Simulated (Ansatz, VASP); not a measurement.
# Two plane-wave programs on Ca2H3

```xyz
5
Lattice="3.9713 0.0000 0.0000 -1.9857 3.4393 0.0000 0.0000 0.0000 6.5178" Properties=species:S:1:pos:R:3 pbc="T T T"
Ca    0.0000    0.0000    5.1437
Ca    0.0000    0.0000    1.3741
H     1.9857    0.0000    0.0000
H    -0.9928    1.7196    0.0000
H     0.9928    1.7196    0.0000
```

Alike in both runs: task relaxation of cell and atoms; functional PBE; k mesh 12 × 12 × 6; occupations gaussian, width 0.1 eV; no spin polarisation.

```csv
,VASP,Ansatz
version,VASP 6.6.1,Ansatz 0.2.0
potentials or method,"VASP PAW PBE potentials, release 64 (Ca_sv, H)","scalar-relativistic, plane waves, PAW"
plane-wave cutoff (eV),600,420
valence electrons in the cell,23,23
```

Ansatz gave:

| Item | Value |
| --- | --- |
| gap on the k mesh at the Fermi level, each at its own relaxed structure (eV) | none |
| relaxed volume (Å³/atom) | 17.92 |
| relaxed cell length with the largest relative difference (Å) | 6.535 |

Question: Estimate VASP's values.

Answer: gap on the k mesh at the Fermi level, each at its own relaxed structure (eV): none; relaxed volume (Å³/atom): 17.94; relaxed cell length with the largest relative difference (Å): 6.540.

A gap of «none» marks a metal or a gap that the smearing closes.
